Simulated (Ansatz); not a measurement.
GaN: single point with PBE

The system is GaN.

```
CELL_PARAMETERS angstrom
0.00000 2.13524 2.13524
2.13524 0.00000 2.13524
2.13524 2.13524 0.00000
ATOMIC_POSITIONS crystal
Ga 0.00000 0.00000 0.00000
N 0.50000 0.50000 0.50000
```

Measurements of this composition are mostly on another form, of space group No. 186.

```json
{
 "Program": "Ansatz 0.2.0",
 "Task": "single point",
 "Functional": "PBE",
 "Potentials or basis": "Ansatz PAW",
 "Cutoff": "420 eV (not typed: the program's choice for these potentials)",
 "k mesh": "11 × 11 × 11",
 "Occupations": "gaussian, width 0.02 eV",
 "Spin": "no spin polarisation"
}
```

```json
{"Pressure": "-0.3 GPa", "Band gap on the k mesh": "0.55 eV, indirect (least direct gap 2.36 eV)"}
```

Levels at points of the mesh, in eV from the valence-band top:
| k point | band 7 | band 8 | band 9 | band 10 | band 11 | band 12 |
| --- | --- | --- | --- | --- | --- | --- |
| (0.00, 0.00, 0.00) | -0.49 | -0.49 | -0.49 | 1.87 | 14.44 | 14.44 |

Run time: 0.8 s on 2 threads of Arm Neoverse V2 (shared host), peak memory 0.28 GiB.

Caveat: odd divisions of the mesh miss points on the zone boundary, where band edges often lie, so the gap on the mesh can be too wide; the pressure holds a Pulay correction of +0.6 GPa for the finite cutoff. A k mesh can miss the band edges.
